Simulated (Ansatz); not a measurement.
Input file of a DFT run on Ti with Ansatz:

```yaml
crystal:
  lattice:
    - [-1.6279408702, 1.6279408702, 1.6279408702]
    - [1.6279408702, -1.6279408702, 1.6279408702]
    - [1.6279408702, 1.6279408702, -1.6279408702]
  atoms:
    - { symbol: Ti, position: [0.0, 0.0, 0.0] }
basis:
  ecutwfc: 420
  ecutrho_ratio: 4
kpoints:
  mp_grid: { grid: [18, 18, 18] }
hamiltonian:
  xc: pbe
scf:
  occupations: { method: gaussian, width: 0.05 }
output:
  forces: true
  stress: true
  eigenvalues: true
```

At room temperature and ambient pressure Ti is hcp.

Problem. Before reading the output: what should come out?

Solution. Pressure 0.0 GPa, gap on the mesh zero (metallic) (PBE, scalar-relativistic).

What the program printed, in part:

```
Pseudopotentials: kind: paw
Pseudopotential: Ti, paw, valence charge 12, recommended cutoff 420 eV (normal), Ti.paw.azcp
Crystal: 1 atoms, lattice volume = 17.257 Å³
Basis set: ecut = 420 eV, 321 PW (Γ), exchange–correlation on 40×40×40 points (8 copies of the dense FFT grid, shifted against one another)
Bands: 10, of which v1, the nominal top of the filled ones, is band 6 counted from 1 (5 counted from 0)
Symmetry: 48 space group operations
Space group: Im-3m (ITA 229), of the structure as read, at distance tolerance 2.6e-5 Å
k-points: 195 of 5832
Initial density: superposition of atomic densities (neutral atoms: chi_scale 0, normalization atom), corrected by the library's trained network
Initial wavefunctions: pseudopotential atomic-orbital guess
Functional: x = pbe(κ = 0.804, μ = 0.21951), c = pbe(β = 0.06672)
```

```
SCF iter   1: F=—  HF=-2499.557560 eV  |F-HF|=—  |Δ(HF+E_count)|=         —  Δρ=1.93e-3  dr2=4.69e-4  ethr=1.77e-3  ⟨swp⟩=4.3  Hψ=10332  notcnv=0
SCF iter   2: F=—  HF=-2499.557400 eV  |F-HF|=—  |Δ(HF+E_count)|=   1.59e-4  Δρ=1.04e-3  dr2=7.57e-5  ethr=3.91e-6  ⟨swp⟩=2.0  Hψ=4496  notcnv=0
SCF iter   3: F=—  HF=-2499.557405 eV  |F-HF|=—  |Δ(HF+E_count)|=   4.23e-6  Δρ=4.71e-4  dr2=9.31e-6  ethr=6.31e-7  ⟨swp⟩=2.3  Hψ=2908  notcnv=0
SCF iter   4: F=—  HF=-2499.557421 eV  |F-HF|=—  |Δ(HF+E_count)|=   1.64e-5  Δρ=1.06e-4  dr2=6.16e-7  ethr=7.76e-8  ⟨swp⟩=2.2  Hψ=2302  notcnv=0
SCF iter   5: F=-2499.557422 eV  HF=-2499.557422 eV  |F-HF|=7.44e-9  |Δ(HF+E_count)|=   8.55e-7  Δρ=8.63e-6  dr2=2.26e-9  ethr=5.13e-9  ⟨swp⟩=2.0  Hψ=2306  notcnv=0
SCF iter   6: F=-2499.557422 eV  HF=-2499.557422 eV  |F-HF|=2.73e-12  |Δ(HF+E_count)|=   7.80e-9  Δρ=7.35e-7  dr2=6.27e-11  ethr=1.89e-11  ⟨swp⟩=1.4  Hψ=5856  notcnv=0
```

```
SCF 1 converged in 6 iterations: F = -2499.557422 eV  dr2 = 6.27e-11
SCF converged after 6 iterations
Free energy (F): -2499.557422 eV
E sigma→0 (E₀):  -2499.556035 eV
Entropy (-TS):   -0.002774 eV (-2.774 meV/atom)
Fermi energy:    13.226180 eV
--- Forces (eV/Å), atoms counted from 1 ---
  atom   1  Ti     0.00000000     0.00000000     0.00000000
--- Stress (GPa, compression-positive) ---
       -0.011060       0.000000       0.000000
        0.000000      -0.011060       0.000000
        0.000000       0.000000      -0.011060
  P = ⅓ Tr σ = -0.0111 GPa (-0.111 kbar)
```
